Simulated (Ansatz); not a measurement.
Suppose GaSb takes space group P4_12_12 (No. 92), with Ga on 4a; Sb on 4a. Recipe of this trial structure of GaSb: 4-connected net, two elements alternating.

Method: DFT PBE, scalar-relativistic, plane waves, PAW in Ansatz 0.2.0. Cutoff 420 eV, Γ-centred mesh, Gaussian smearing, no spin polarisation.

Formation energies are uncorrected and refer to the elements' standard structures at the same level.

Task: Predict the relaxed structure.

Result:

Space group P4_12_12 (No. 92). a = 7.460 Å, b = 7.460 Å, c = 4.244 Å, α = 90.00°, β = 90.00°, γ = 90.00°
```
atom  site  symmetry       x       y       z
  Ga    4a       ..2  0.6675  0.6675  0.5000
  Sb    4a       ..2  0.8270  0.8270  0.0000
```

Around Ga lie 4 Sb at 2.71–2.75 Å; Sb is surrounded by 4 Ga at 2.71–2.75 Å. Another local minimum with the same sites may exist.

Task: And its energy and gap?

Result: The formation energy is +0.03 eV/atom and the gap on the 6×6×10 mesh of the 8-atom cell is 0 eV (the bands overlap slightly). The formation energy is too near zero to say whether this cell lies below the elements.

The last run used Gaussian smearing of 0.10 eV. These runs have no spin–orbit coupling, which can matter for Sb. The zero gap may come from the functional, which often closes small gaps. Symmetry constrained the relaxation, so the result can be a saddle point.
